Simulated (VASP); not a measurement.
In2O3:

```
In O
1.0
    -5.07000    5.07000    5.07000
     5.07000   -5.07000    5.07000
     5.07000    5.07000   -5.07000
In O
16 24
Direct
  0.25000 0.22000 0.97000
  0.75000 0.28000 0.53000
  0.97000 0.25000 0.22000
  0.53000 0.75000 0.28000
  0.22000 0.97000 0.25000
  0.28000 0.53000 0.75000
  0.75000 0.78000 0.03000
  0.25000 0.72000 0.47000
  0.03000 0.75000 0.78000
  0.47000 0.25000 0.72000
  0.78000 0.03000 0.75000
  0.72000 0.47000 0.25000
  0.50000 0.50000 0.50000
  0.50000 0.00000 0.00000
  0.00000 0.50000 0.00000
  0.00000 0.00000 0.50000
  0.52500 0.76500 0.53000
  0.73500 0.99500 0.97000
  0.97500 0.50500 0.24000
  0.76500 0.73500 0.26000
  0.53000 0.52500 0.76500
  0.97000 0.73500 0.99500
  0.24000 0.97500 0.50500
  0.26000 0.76500 0.73500
  0.76500 0.53000 0.52500
  0.99500 0.97000 0.73500
  0.50500 0.24000 0.97500
  0.73500 0.26000 0.76500
  0.47500 0.23500 0.47000
  0.26500 0.00500 0.03000
  0.02500 0.49500 0.76000
  0.23500 0.26500 0.74000
  0.47000 0.47500 0.23500
  0.03000 0.26500 0.00500
  0.76000 0.02500 0.49500
  0.74000 0.23500 0.26500
  0.23500 0.47000 0.47500
  0.00500 0.03000 0.26500
  0.49500 0.76000 0.02500
  0.26500 0.74000 0.23500
```

* Program: VASP 6.6.1
* Task: relaxation of cell and atoms
* Functional: PBEsol
* Potentials or basis: VASP PAW PBE potentials, release 64 (In_d, O)
* Cutoff: 600 eV
* k mesh: 4 × 4 × 4
* Occupations: gaussian, width 0.03 eV
* Spin: no spin polarisation

At the start: pressure 3.9 GPa; volume 13.03 Å³/atom.

**Question.** Where does the relaxation end?

**Answer.** Over 20 steps the energy falls by 42.1 meV/atom and the volume is 13.14 Å³/atom (+0.9 %); space group Ia-3 (No. 206, to 0.05 Å).

Step by step:
```tsv
step	energy change (eV)	largest force (eV/Å)	pressure (GPa)	volume (Å³)
1	0.0000	1.3425	3.87	521.30
2	-1.0650	0.4044	-5.19	545.41
3	-1.1262	0.4202	-3.70	540.63
4	-1.4886	0.5346	0.73	523.99
5	-1.4908	0.5091	0.47	525.05
6	-1.6135	0.2442	0.42	524.56
7	-1.6443	0.1589	0.43	524.08
8	-1.6446	0.1457	0.45	524.13
9	-1.6635	0.0767	-0.53	527.16
10	-1.6635	0.0766	-0.52	527.18
11	-1.6745	0.0674	0.11	525.12
12	-1.6747	0.0706	0.17	524.90
13	-1.6811	0.0390	0.15	525.20
14	-1.6834	0.0339	0.13	525.46
15	-1.6835	0.0317	0.11	525.53
16	-1.6838	0.0112	-0.22	526.58
17	-1.6842	0.0126	-0.10	526.14
18	-1.6842	0.0149	-0.07	526.10
19	-1.6842	0.0121	-0.08	526.12
20	-1.6843	0.0074	0.03	525.74
```

Final structure:
```yaml
crystal:
  lattice:
    - [-5.08437, 5.08437, 5.08437]
    - [5.08437, -5.08437, 5.08437]
    - [5.08437, 5.08437, -5.08437]
  atoms:
    - { symbol: In, position: [0.25000, 0.21594, 0.96594] }
    - { symbol: In, position: [0.75000, 0.28406, 0.53406] }
    - { symbol: In, position: [0.96594, 0.25000, 0.21594] }
    - { symbol: In, position: [0.53406, 0.75000, 0.28406] }
    - { symbol: In, position: [0.21594, 0.96594, 0.25000] }
    - { symbol: In, position: [0.28406, 0.53406, 0.75000] }
    - { symbol: In, position: [0.75000, 0.78406, 0.03406] }
    - { symbol: In, position: [0.25000, 0.71594, 0.46594] }
    - { symbol: In, position: [0.03406, 0.75000, 0.78406] }
    - { symbol: In, position: [0.46594, 0.25000, 0.71594] }
    - { symbol: In, position: [0.78406, 0.03406, 0.75000] }
    - { symbol: In, position: [0.71594, 0.46594, 0.25000] }
    - { symbol: In, position: [0.50000, 0.50000, 0.50000] }
    - { symbol: In, position: [0.50000, 0.00000, 0.00000] }
    - { symbol: In, position: [0.00000, 0.50000, 0.00000] }
    - { symbol: In, position: [0.00000, 0.00000, 0.50000] }
    - { symbol: O, position: [0.53675, 0.77223, 0.54465] }
    - { symbol: O, position: [0.72758, 0.99210, 0.95535] }
    - { symbol: O, position: [0.96325, 0.50790, 0.23547] }
    - { symbol: O, position: [0.77242, 0.72777, 0.26453] }
    - { symbol: O, position: [0.54465, 0.53675, 0.77223] }
    - { symbol: O, position: [0.95535, 0.72758, 0.99210] }
    - { symbol: O, position: [0.23547, 0.96325, 0.50790] }
    - { symbol: O, position: [0.26453, 0.77242, 0.72777] }
    - { symbol: O, position: [0.77223, 0.54465, 0.53675] }
    - { symbol: O, position: [0.99210, 0.95535, 0.72758] }
    - { symbol: O, position: [0.50790, 0.23547, 0.96325] }
    - { symbol: O, position: [0.72777, 0.26453, 0.77242] }
    - { symbol: O, position: [0.46325, 0.22777, 0.45535] }
    - { symbol: O, position: [0.27242, 0.00790, 0.04465] }
    - { symbol: O, position: [0.03675, 0.49210, 0.76453] }
    - { symbol: O, position: [0.22758, 0.27223, 0.73547] }
    - { symbol: O, position: [0.45535, 0.46325, 0.22777] }
    - { symbol: O, position: [0.04465, 0.27242, 0.00790] }
    - { symbol: O, position: [0.76453, 0.03675, 0.49210] }
    - { symbol: O, position: [0.73547, 0.22758, 0.27223] }
    - { symbol: O, position: [0.22777, 0.45535, 0.46325] }
    - { symbol: O, position: [0.00790, 0.04465, 0.27242] }
    - { symbol: O, position: [0.49210, 0.76453, 0.03675] }
    - { symbol: O, position: [0.27223, 0.73547, 0.22758] }
```

Caveat: the PAW data sets were made with another functional, which shifts forces and pressure a little.
